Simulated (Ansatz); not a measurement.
Consider the substitution at a C–O bond: `C[O][Zn][O][SiH3]` + `NC(N)=O` → `CNC(N)=O` + `[OH][Zn][O][SiH3]`.

Isolated molecules relaxed with PBE0-D4/def2-TZVP in Ansatz; ΔE leaves out vibrations. CBS: MP2 limit from def2 TZ/QZ plus the TZ coupled-cluster correction, frozen cores. For Zn outer-core shells are correlated without core-valence functions, which leaves a few kJ/mol of doubt a bond. Scalar relativity is left out up to krypton. Each species was taken in one conformer, which may not be the lowest.

| species | CCSD/CBS(def2) energy (Eh) |
| --- | --- |
| `C[O][Zn][O][SiH3]` | -2259.48285 |
| `NC(N)=O` | -225.02740 |
| `CNC(N)=O` | -264.27058 |
| `[OH][Zn][O][SiH3]` | -2220.25527 |

(1) Work out ΔE.

Largest T1 diagnostic among the species: 0.016.

## Answers

(1) ΔE = (-264.27058) + (-2220.25527) − (-2259.48285) − (-225.02740) = -0.01560 Eh = -0.42 eV. CCSD(T)/CBS gives -0.44 eV.

In def2-TZVPP, CCSD(T) changes the Hartree–Fock value by −0.12 eV (the triples alone add −0.01 eV) and MP2 by −0.17 eV.
